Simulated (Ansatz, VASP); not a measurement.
**AgCl: VASP beside Ansatz**

INCAR

```
SYSTEM = AgCl
ALGO = Normal ; EDIFF = 1E-6
ENCUT = 520 ; GGA = PE
ISIF = 2 ; ISMEAR = 0
LASPH = .TRUE. ; LCHARG = .TRUE.
LELF = .TRUE. ; LREAL = .FALSE.
LVHAR = .TRUE. ; LWAVE = .FALSE.
NBANDS = 26 ; NELM = 80
PREC = Accurate ; SIGMA = 0.01
```

Contents of KPOINTS:

```
k-points
0
G
  6 6 4
  0 0 0
```

The input POSCAR:

```
AgCl
1.0
    4.0739374318      0.0000000000      0.0000000000
   -2.0369687159      3.5281333094      0.0000000000
    0.0000000000      0.0000000000      6.1998351298
Ag Cl
2 2
Direct
    0.0000000000      0.0000000000      0.0000000000
    0.0000000000      0.0000000000      0.5000000000
    0.3333333333      0.6666666667      0.2500000000
    0.6666666667      0.3333333333      0.7500000000
```

Input for Ansatz:

```yaml
crystal:
  lattice:
    - [4.0739374318, 0.0, 0.0]
    - [-2.0369687159, 3.5281333094, 0.0]
    - [0.0, 0.0, 6.1998351298]
  atoms:
    - { symbol: Ag, position: [0.0, 0.0, 0.0] }
    - { symbol: Ag, position: [0.0, 0.0, 0.5] }
    - { symbol: Cl, position: [0.3333333333, 0.6666666667, 0.25] }
    - { symbol: Cl, position: [0.6666666667, 0.3333333333, 0.75] }
kpoints:
  mp_grid: { grid: [6, 6, 4] }
hamiltonian:
  xc: pbe
scf:
  occupations: { method: fixed }
  n_extra_bands: 5
output:
  forces: true
  stress: true
  eigenvalues: true
```

Alike in both runs: task single point; functional PBE; k mesh 6 × 6 × 4; no spin polarisation.

|  | VASP | Ansatz |
| --- | --- | --- |
| version | VASP 6.6.1 | Ansatz 0.2.0 |
| potentials or method | VASP PAW PBE potentials, release 64 (Ag, Cl) | plane waves, PAW |
| plane-wave cutoff (eV) | 520 | 420 |
| occupations | gaussian, width 0.01 eV | fixed |
| valence electrons in the cell | 36 | 52 |

|  | VASP | Ansatz | Ansatz less VASP |
| --- | --- | --- | --- |
| gap on the k mesh at the Fermi level (eV) | 0.91 | 0.91 | +0.001 |
| pressure (GPa) | -0.1 | 0.0 | +0.12 |

The two sets of potentials don't hold the same shells in valence.
